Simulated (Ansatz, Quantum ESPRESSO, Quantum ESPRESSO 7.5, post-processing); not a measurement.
# RbCl(001): dielectric constant from slabs in a field

How well do thin films like RbCl(001), 5 layers screen a field, with the ions clamped and free?

Method: plane-wave DFT, LDA, GBRV ultrasoft pseudopotentials (geometry by Ansatz 0.2.0 with PAW datasets; geometry under PBE), in Quantum ESPRESSO 7.5.

Most raw output is cut from this account.

## 1. The structure

The cell holds 10 atoms: 5 Rb and 5 Cl. Its edges and angles: a = 4.723 Å, b = 4.723 Å, c = 29.360 Å, α = 90.0°, β = 90.0°, γ = 90.0°. It derives from RbCl. Vacuum lies along c.

## 2. Geometry from Ansatz, 5 layers

A relaxation in Ansatz fixes the structure of this slab for the runs on it.

input.yaml

```yaml
crystal:
  lattice:
    - [4.7234732983, 0.0, 0.0]
    - [0.0, 4.7234732983, 0.0]
    - [0.0, 0.0, 29.36]
  atoms:
    - { symbol: Rb, position: [0.0, 0.0, 0.272479564] }
    - { symbol: Cl, position: [0.5, 0.5, 0.272479564] }
    - { symbol: Rb, position: [0.5, 0.5, 0.386239782] }
    - { symbol: Cl, position: [0.0, 0.0, 0.386239782] }
    - { symbol: Rb, position: [0.0, 0.0, 0.5] }
    - { symbol: Cl, position: [0.5, 0.5, 0.5] }
    - { symbol: Rb, position: [0.5, 0.5, 0.613760218] }
    - { symbol: Cl, position: [0.0, 0.0, 0.613760218] }
    - { symbol: Rb, position: [0.0, 0.0, 0.727520436] }
    - { symbol: Cl, position: [0.5, 0.5, 0.727520436] }
kpoints:
  mp_grid: { grid: [4, 4, 1] }
hamiltonian:
  xc: pbe
scf:
  occupations: { method: fixed }
  convergence: { dr2_threshold: 1.0e-09 }
efield:
  axis: 3
  dipole_correction: true
  ramp_position: 0.97
  ramp_width: 0.04
relax:
  f_tol: 0.003
output:
  write_potential: true
  write_density: true
  volumetric_format: npy
```

Command:

```sh
> ansatz run input.yaml --threads 8 --pin off --max-ram 16384MiB --backend cpu --events-out ev --progress --plain --runs-dir out
```

Elapsed: 5.2 s, on 8 threads of Arm Neoverse V2, shared host; peak memory 1.2 GiB; 38 s of CPU time.

The steps of the relaxation:

| step | energy less that of the first step (eV) | largest force component (eV/Å) |
| --- | --- | --- |
| 1 | 0.0000 | 0.0375 |
| 2 | -0.0011 | 0.0167 |
| 3 | -0.0013 | 0.0021 |

Forces are held to the 8 operations that the run works with; a distortion that breaks them can't arise in this run.

The atoms that moved most (Å):

| atom | dx | dy | dz | length |
| --- | --- | --- | --- | --- |
| Rb3 | 0.000 | 0.000 | -0.016 | 0.016 |
| Rb7 | 0.000 | 0.000 | 0.016 | 0.016 |
| Cl8 | 0.000 | 0.000 | 0.015 | 0.015 |
| Cl4 | 0.000 | 0.000 | -0.015 | 0.015 |
| Rb9 | 0.000 | 0.000 | -0.014 | 0.014 |
| Rb1 | 0.000 | 0.000 | 0.014 | 0.014 |
| Cl10 | 0.000 | 0.000 | 0.010 | 0.010 |
| Cl2 | 0.000 | 0.000 | -0.010 | 0.010 |

This step gave:

| Item | Value |
| --- | --- |
| free energy | -21753.5351 eV |
| gap by band count | 4.718 eV |
| symmetry operations | 8 |
| dipole along the normal | 1.50e-6 e·Å |
| valence top, on the run's zero | -2.120 eV |
| vacuum level at the upper face over the valence top of the mesh | 6.008 eV |
| vacuum level at the lower face over the valence top of the mesh | 6.008 eV |

## 3. Self-consistent run, 5 layers: no field

The slab without a field is the reference for all differences.

Level of this step: plane-wave DFT, LDA, GBRV ultrasoft pseudopotentials (Quantum ESPRESSO 7.5).

n5.f0.in

```
&control
  prefix = 'n5.f0'
  outdir = './out'
  pseudo_dir = './pseudo'
  calculation = 'scf'
  tprnfor = .true.
  tefield = .true.
  dipfield = .true.
/
&system
  ibrav = 0
  nat = 10
  ntyp = 2
  ecutwfc = 40
  ecutrho = 200
  occupations = 'fixed'
  edir = 3
  emaxpos = 0.97
  eopreg = 0.04
  eamp = 0.0
/
&electrons
  conv_thr = 1e-10
  mixing_beta = 0.5
  electron_maxstep = 120
/
ATOMIC_SPECIES
  Rb  85.4678  rb_lda_v1.uspp.F.UPF
  Cl  35.4500  cl_lda_v1.4.uspp.F.UPF
CELL_PARAMETERS angstrom
  4.72347329830000 0.00000000000000 0.00000000000000
  0.00000000000000 4.72347329830000 0.00000000000000
  0.00000000000000 0.00000000000000 29.36000000000000
ATOMIC_POSITIONS crystal
  Rb  0.000000000000 0.000000000000 0.272939617544
  Cl  0.500000000000 0.500000000000 0.272148555546
  Rb  0.500000000000 0.500000000000 0.385694757710
  Cl  -0.000000000000 0.000000000000 0.385742894235
  Rb  -0.000000000000 0.000000000000 0.499999999138
  Cl  0.500000000000 0.500000000000 0.499999997873
  Rb  0.500000000000 0.500000000000 0.614305236596
  Cl  -0.000000000000 0.000000000000 0.614257114872
  Rb  -0.000000000000 0.000000000000 0.727060379943
  Cl  0.500000000000 0.500000000000 0.727851446542
K_POINTS automatic
  4 4 1 0 0 0
```

Command:

```sh
> OMP_NUM_THREADS=1 mpirun -n 8 pw.x -nk 1 -in n5.f0.in > n5.f0.out
```

The job ended after 26 s (8 MPI ranks; peak memory 0.74 GiB).

Read from the output:

```
free energy                    : -5906.7614 eV
dipole along the normal        : 0 e·Å
valence top, on the run's zero : -2.348 eV
```

The run needed 10 iterations to bring the estimated error under 1e-10 Ry; the largest force on any atom, held or free, is 0.16 eV/Å.

## 4. Potential by pp.x, 5 layers

The vacuum level is read from the electrostatic potential (plot_num = 11), averaged over planes.

n5.f0.pot.in

```
&inputpp
  prefix = 'n5.f0'
  outdir = './out'
  filplot = 'n5.f0.pot.dat'
  plot_num = 11
/
```

Command:

```sh
> OMP_NUM_THREADS=1 mpirun -n 8 pp.x -in n5.f0.pot.in > n5.f0.pot.out
```

Wall time 1 s (8 MPI ranks); peak memory 0.12 GiB.

This step gave:

| Quantity | Value |
| --- | --- |
| slope of the potential above | 2.81e-5 eV/Å |
| upper vacuum line continued to the top atoms, over the valence top | 6.253 eV |
| slope of the potential below | -1.77e-5 eV/Å |
| lower vacuum line continued to the bottom atoms, over the valence top | 6.253 eV |
| vacuum level at the upper face over the valence top of the mesh | 6.253 eV |
| vacuum level at the lower face over the valence top of the mesh | 6.253 eV |

Electrostatic potential energy of an electron, with the sawtooth; zero at the highest filled level of the SCF mesh. The potential energy, planar mean by z:

| z (Å) | potential energy, planar mean (eV) |
| --- | --- |
| 0 | 6.25 |
| 1 | 6.25 |
| 2 | 6.25 |
| 3 | 6.25 |
| 4 | 6.25 |
| 5 | 6.25 |
| 6 | 6.18 |
| 7 | 4.58 |
| 8 | -11.1 |
| 9 | 4.58 |
| 10 | 5.68 |
| 11 | -6.56 |
| 12 | 1.30 |
| 13 | 5.96 |
| 14 | 1.37 |
| 15 | -6.66 |
| 16 | 5.67 |
| 17 | 4.79 |
| 18 | -11.0 |
| 19 | 4.40 |
| 20 | 5.73 |
| 21 | -5.75 |
| 22 | 0.708 |
| 23 | 6.03 |
| 24 | 6.24 |
| 25 | 6.25 |
| 26 | 6.25 |
| 27 | 6.25 |
| 28 | 6.25 |
| 29 | 6.25 |

The vacuum is flat to 0.1 meV/Å, so its level is well defined. Inside the slab the curve depends on the local part of the pseudopotentials; only the vacuum level has a meaning of its own.

## 5. Self-consistent run, 5 layers: field 0.1 V/Å

With the ions clamped, only the electrons screen the field of 0.1 V/Å.

n5.f1.in, as its differences from the input of step 3:

```diff
@@ -1,3 +1,3 @@
 &control
-  prefix = 'n5.f0'
+  prefix = 'n5.f1'
   outdir = './out'
@@ -19,3 +19,3 @@
   eopreg = 0.04
-  eamp = 0.0
+  eamp = 0.00194469
 /
```

Command:

```sh
> OMP_NUM_THREADS=1 mpirun -n 8 pw.x -nk 1 -in n5.f1.in > n5.f1.out
```

Run time: 26 s. Hardware: 8 MPI ranks; peak memory 1.1 GiB; 3.5 min of CPU time.

Read from the output:

* free energy: -5906.7674 eV
* dipole along the normal: 0.1199 e·Å
* valence top, on the run's zero: -2.049 eV

## 6. Electrostatic potential, 5 layers

n5.f1.pot.in

```
&inputpp
  prefix = 'n5.f1'
  outdir = './out'
  filplot = 'n5.f1.pot.dat'
  plot_num = 11
/
```

Command:

```sh
> OMP_NUM_THREADS=1 mpirun -n 8 pp.x -in n5.f1.pot.in > n5.f1.pot.out
```

Run time: 1 s. Hardware: 8 MPI ranks; peak memory 0.13 GiB.

Numbers from this step:

| Item | Value |
| --- | --- |
| slope of the potential above | 0.1000 eV/Å |
| upper vacuum line continued to the top atoms, over the valence top | 6.157 eV |
| slope of the potential below | 0.09998 eV/Å |
| lower vacuum line continued to the bottom atoms, over the valence top | 5.792 eV |

The slope in the vacuum is 0.100 eV/Å for an applied 0.10 V/Å, as it should be.

Each curve counts from the valence top of its own run.

The runs together. Potential energy against z:

| z (Å) | potential at 0.0 V/Å (eV) | potential at 0.1 V/Å (eV) |
| --- | --- | --- |
| 0 | 6.25 | 5.48 |
| 1 | 6.25 | 5.09 |
| 2 | 6.25 | 5.19 |
| 3 | 6.25 | 5.29 |
| 4 | 6.25 | 5.39 |
| 5 | 6.25 | 5.49 |
| 6 | 6.18 | 5.51 |
| 7 | 4.58 | 3.99 |
| 8 | -11.1 | -11.7 |
| 9 | 4.58 | 4.04 |
| 10 | 5.68 | 5.22 |
| 11 | -6.56 | -6.99 |
| 12 | 1.30 | 0.893 |
| 13 | 5.96 | 5.61 |
| 14 | 1.37 | 1.07 |
| 15 | -6.66 | -6.94 |
| 16 | 5.67 | 5.44 |
| 17 | 4.79 | 4.62 |
| 18 | -11.0 | -11.1 |
| 19 | 4.40 | 4.29 |
| 20 | 5.73 | 5.68 |
| 21 | -5.75 | -5.76 |
| 22 | 0.708 | 0.724 |
| 23 | 6.03 | 6.11 |
| 24 | 6.24 | 6.41 |
| 25 | 6.25 | 6.52 |
| 26 | 6.25 | 6.62 |
| 27 | 6.25 | 6.72 |
| 28 | 6.25 | 6.82 |
| 29 | 6.25 | 6.05 |

## 7. Clamped-ion dielectric constant from the field inside the slab, 5 layers

Numbers from this step:

| Item | Value |
| --- | --- |
| change of slope in the vacuum | 0.09999 eV/Å |
| polarisability a cell | 17.27 Å³ |
| sheet polarisability 4πα/A | 9.728 Å |
| change of slope inside | 0.04256 eV/Å |
| dielectric constant | 2.350 |

Running mean over one layer period, set to zero at the slab's centre. The change of the potential energy, second field less first by z:

| z (Å) | change of the potential energy, second field less first (eV) |
| --- | --- |
| 0 | -0.172 |
| 1 | -0.647 |
| 2 | -0.781 |
| 3 | -0.681 |
| 4 | -0.581 |
| 5 | -0.483 |
| 6 | -0.395 |
| 7 | -0.329 |
| 8 | -0.282 |
| 9 | -0.240 |
| 10 | -0.198 |
| 11 | -0.156 |
| 12 | -0.114 |
| 13 | -0.0715 |
| 14 | -0.0289 |
| 15 | 0.0136 |
| 16 | 0.0561 |
| 17 | 0.0988 |
| 18 | 0.141 |
| 19 | 0.183 |
| 20 | 0.225 |
| 21 | 0.267 |
| 22 | 0.311 |
| 23 | 0.370 |
| 24 | 0.451 |
| 25 | 0.547 |
| 26 | 0.646 |
| 27 | 0.737 |
| 28 | 0.491 |
| 29 | 0.00374 |

ε = 0.1000 / 0.0426 = 2.35.

## 8. Relaxing the ions, 5 layers: ions relaxed in a field of 0.0 V/Å

For the ionic share, the slab is first relaxed tightly without a field, by the same code.

n5.r0.in, as its differences from the input of step 5:

```diff
@@ -1,9 +1,11 @@
 &control
-  prefix = 'n5.f1'
+  prefix = 'n5.r0'
   outdir = './out'
   pseudo_dir = './pseudo'
-  calculation = 'scf'
-  tprnfor = .true.
+  nstep = 30
+  forc_conv_thr = 5e-05
+  calculation = 'relax'
   tefield = .true.
   dipfield = .true.
+  etot_conv_thr = 1e-07
 /
@@ -19,3 +21,3 @@
   eopreg = 0.04
-  eamp = 0.00194469
+  eamp = 0.0
 /
@@ -25,2 +27,4 @@
   electron_maxstep = 120
+/
+&ions
 /
```

Command:

```sh
> OMP_NUM_THREADS=1 mpirun -n 8 pw.x -nk 1 -in n5.r0.in > n5.r0.out
```

Wall time 10 min (8 MPI ranks); peak memory 1.3 GiB.

The run ended without convergence.

The SCF cycles converged, but the relaxation ran out of steps (nstep) before the forces met their threshold.

## 9. Relaxing the ions, 5 layers: ions relaxed in a field of 0.1 V/Å

Then it is relaxed in the field: cations and anions move against each other.

n5.r1.in, as its differences from the input of step 8:

```diff
@@ -1,3 +1,3 @@
 &control
-  prefix = 'n5.r0'
+  prefix = 'n5.r1'
   outdir = './out'
@@ -21,3 +21,3 @@
   eopreg = 0.04
-  eamp = 0.0
+  eamp = 0.00194469
 /
```

Command:

```sh
> OMP_NUM_THREADS=1 mpirun -n 8 pw.x -nk 1 -in n5.r1.in > n5.r1.out
```

Wall time 10 min (8 MPI ranks); peak memory 1.3 GiB.

The run ended without convergence.

The SCF cycles converged, but the relaxation ran out of steps (nstep) before the forces met their threshold.

## 10. Geometry from Ansatz, 9 layers

Level of this step: plane-wave DFT, PBE, Ansatz PAW (Ansatz 0.2.0).

System of this step: RbCl(001), 9 layers. The cell holds 18 atoms: 9 Rb and 9 Cl. Cell: a = 4.723 Å, b = 4.723 Å, c = 42.720 Å, α = 90.0°, β = 90.0°, γ = 90.0°. It derives from RbCl. Vacuum lies along c.

input.yaml, the sections that differ from step 2:

```yaml
crystal:
  lattice:
    - [4.7234732983, 0.0, 0.0]
    - [0.0, 4.7234732983, 0.0]
    - [0.0, 0.0, 42.72]
  atoms:
    - { symbol: Rb, position: [0.0, 0.0, 0.1872659176] }
    - { symbol: Cl, position: [0.5, 0.5, 0.1872659176] }
    - { symbol: Rb, position: [0.5, 0.5, 0.2654494382] }
    - { symbol: Cl, position: [0.0, 0.0, 0.2654494382] }
    - { symbol: Rb, position: [0.0, 0.0, 0.3436329588] }
    - { symbol: Cl, position: [0.5, 0.5, 0.3436329588] }
    - { symbol: Rb, position: [0.5, 0.5, 0.4218164794] }
    - { symbol: Cl, position: [0.0, 0.0, 0.4218164794] }
    - { symbol: Rb, position: [0.0, 0.0, 0.5] }
    - { symbol: Cl, position: [0.5, 0.5, 0.5] }
    - { symbol: Rb, position: [0.5, 0.5, 0.5781835206] }
    - { symbol: Cl, position: [0.0, 0.0, 0.5781835206] }
    - { symbol: Rb, position: [0.0, 0.0, 0.6563670412] }
    - { symbol: Cl, position: [0.5, 0.5, 0.6563670412] }
    - { symbol: Rb, position: [0.5, 0.5, 0.7345505618] }
    - { symbol: Cl, position: [0.0, 0.0, 0.7345505618] }
    - { symbol: Rb, position: [0.0, 0.0, 0.8127340824] }
    - { symbol: Cl, position: [0.5, 0.5, 0.8127340824] }
# kpoints, hamiltonian, scf, efield, relax, output: as in step 2
```

Command:

```sh
> ansatz run input.yaml --threads 8 --pin off --max-ram 16384MiB --backend cpu --events-out ev --progress --plain --runs-dir out
```

The job ended after 21 s (8 threads; peak memory 2.4 GiB; 2.7 min of CPU time).

The steps of the relaxation:

| step | energy less that of the first step (eV) | largest force component (eV/Å) |
| --- | --- | --- |
| 1 | 0.0000 | 0.0375 |
| 2 | -0.0013 | 0.0174 |
| 3 | -0.0017 | 0.0028 |
| 4 | -0.0018 | 0.0012 |
| 5 | -0.0018 | 0.0004 |

Forces are held to the 8 operations that the run works with; a distortion that breaks them can't arise in this run.

The atoms that moved most (Å):

| atom | dx | dy | dz | length |
| --- | --- | --- | --- | --- |
| Rb15 | 0.000 | 0.000 | 0.042 | 0.042 |
| Rb3 | 0.000 | 0.000 | -0.042 | 0.042 |
| Cl4 | 0.000 | 0.000 | -0.041 | 0.041 |
| Cl16 | 0.000 | 0.000 | 0.041 | 0.041 |
| Cl18 | 0.000 | 0.000 | 0.034 | 0.034 |
| Cl2 | 0.000 | 0.000 | -0.034 | 0.034 |
| Rb13 | 0.000 | 0.000 | 0.025 | 0.025 |
| Rb5 | 0.000 | 0.000 | -0.025 | 0.025 |

Read from the output:

```
free energy                                                     : -39156.5948 eV
gap by band count                                               : 4.725 eV
dipole along the normal                                         : 1.44e-6 e·Å
valence top, on the run's zero                                  : -1.198 eV
vacuum level at the upper face over the valence top of the mesh : 6.007 eV
vacuum level at the lower face over the valence top of the mesh : 6.007 eV
```

## 11. SCF with pw.x, 9 layers: no field

Level of this step: plane-wave DFT, LDA, GBRV ultrasoft pseudopotentials (Quantum ESPRESSO 7.5).

n9.f0.in

```
&control
  prefix = 'n9.f0'
  outdir = './out'
  pseudo_dir = './pseudo'
  calculation = 'scf'
  tprnfor = .true.
  tefield = .true.
  dipfield = .true.
/
&system
  ibrav = 0
  nat = 18
  ntyp = 2
  ecutwfc = 40
  ecutrho = 200
  occupations = 'fixed'
  edir = 3
  emaxpos = 0.97
  eopreg = 0.04
  eamp = 0.0
/
&electrons
  conv_thr = 1e-10
  mixing_beta = 0.5
  electron_maxstep = 120
/
ATOMIC_SPECIES
  Rb  85.4678  rb_lda_v1.uspp.F.UPF
  Cl  35.4500  cl_lda_v1.4.uspp.F.UPF
CELL_PARAMETERS angstrom
  4.72347329830000 0.00000000000000 0.00000000000000
  0.00000000000000 4.72347329830000 0.00000000000000
  0.00000000000000 0.00000000000000 42.72000000000000
ATOMIC_POSITIONS crystal
  Rb  -0.000000000000 0.000000000000 0.186983324525
  Cl  0.500000000000 0.500000000000 0.186467167077
  Rb  0.500000000000 0.500000000000 0.264456965112
  Cl  -0.000000000000 0.000000000000 0.264486586202
  Rb  -0.000000000000 0.000000000000 0.343039649630
  Cl  0.500000000000 0.500000000000 0.343043881631
  Rb  0.500000000000 0.500000000000 0.421517012620
  Cl  -0.000000000000 0.000000000000 0.421513739878
  Rb  -0.000000000000 0.000000000000 0.500000000831
  Cl  0.500000000000 0.500000000000 0.499999993754
  Rb  0.500000000000 0.500000000000 0.578482990707
  Cl  0.000000000000 0.000000000000 0.578486248237
  Rb  0.000000000000 0.000000000000 0.656960355114
  Cl  0.500000000000 0.500000000000 0.656956111045
  Rb  0.500000000000 0.500000000000 0.735543040837
  Cl  0.000000000000 0.000000000000 0.735513413142
  Rb  0.000000000000 0.000000000000 0.813016680826
  Cl  0.500000000000 0.500000000000 0.813532838831
K_POINTS automatic
  4 4 1 0 0 0
```

Command:

```sh
> OMP_NUM_THREADS=1 mpirun -n 8 pw.x -nk 1 -in n9.f0.in > n9.f0.out
```

Elapsed: 81 s, on 8 MPI ranks; peak memory 1.8 GiB; 11 min of CPU time.

This step gave:

- free energy: -10632.5381 eV
- dipole along the normal: 0 e·Å
- valence top, on the run's zero: -1.426 eV

## 12. Potential by pp.x, 9 layers

n9.f0.pot.in

```
&inputpp
  prefix = 'n9.f0'
  outdir = './out'
  filplot = 'n9.f0.pot.dat'
  plot_num = 11
/
```

Command:

```sh
> OMP_NUM_THREADS=1 mpirun -n 8 pp.x -in n9.f0.pot.in > n9.f0.pot.out
```

Elapsed: 1.2 s, on 8 MPI ranks; peak memory 0.16 GiB; 9.2 s of CPU time.

This step gave:

```
slope of the potential above                                          : 6.99e-5 eV/Å
upper vacuum line continued to the top atoms, over the valence top    : 6.251 eV
slope of the potential below                                          : -2.56e-5 eV/Å
lower vacuum line continued to the bottom atoms, over the valence top : 6.252 eV
vacuum level at the upper face over the valence top of the mesh       : 6.252 eV
vacuum level at the lower face over the valence top of the mesh       : 6.252 eV
```

## 13. Self-consistent run, 9 layers: field 0.1 V/Å

n9.f1.in, as its differences from the input of step 11:

```diff
@@ -1,3 +1,3 @@
 &control
-  prefix = 'n9.f0'
+  prefix = 'n9.f1'
   outdir = './out'
@@ -19,3 +19,3 @@
   eopreg = 0.04
-  eamp = 0.0
+  eamp = 0.00194469
 /
```

Command:

```sh
> OMP_NUM_THREADS=1 mpirun -n 8 pw.x -nk 1 -in n9.f1.in > n9.f1.out
```

The job ended after 89 s (8 MPI ranks; peak memory 1.9 GiB; 12 min of CPU time).

Read from the output:

```
free energy                    : -10632.5488 eV
dipole along the normal        : 0.2150 e·Å
valence top, on the run's zero : -0.8366 eV
```

## 14. Potential by pp.x, 9 layers

n9.f1.pot.in

```
&inputpp
  prefix = 'n9.f1'
  outdir = './out'
  filplot = 'n9.f1.pot.dat'
  plot_num = 11
/
```

Command:

```sh
> OMP_NUM_THREADS=1 mpirun -n 8 pp.x -in n9.f1.pot.in > n9.f1.pot.out
```

Run time: 1.2 s. Hardware: 8 MPI ranks; peak memory 0.16 GiB.

This step gave:

```
slope of the potential above                                          : 0.1001 eV/Å
upper vacuum line continued to the top atoms, over the valence top    : 6.155 eV
slope of the potential below                                          : 0.09997 eV/Å
lower vacuum line continued to the bottom atoms, over the valence top : 5.220 eV
```

The slope in the vacuum is 0.100 eV/Å for an applied 0.10 V/Å, as it should be.

## 15. Clamped-ion dielectric constant from the field inside the slab, 9 layers

This step gave:

| Property | Result |
| --- | --- |
| polarisability a cell | 30.97 Å³ |
| sheet polarisability 4πα/A | 17.44 Å |
| change of slope inside | 0.04250 eV/Å |
| dielectric constant | 2.352 |

[end of part 1 of 2]

[Logs are printed without paths, hosts, clocks, repeated set-up lines and the standing remarks that a program may print on its own settings, such as how far it seeks lower states.]

[Hosts, paths, dates, database ids (printed as entryN), source tags and the programs' standing remarks are cut or masked in the printed files.]

[Maps of the electrostatic potential energy from Ansatz leave out the sawtooth potential of an applied field or a dipole correction, so their vacuum need not be flat; planar profiles and work functions include it.]
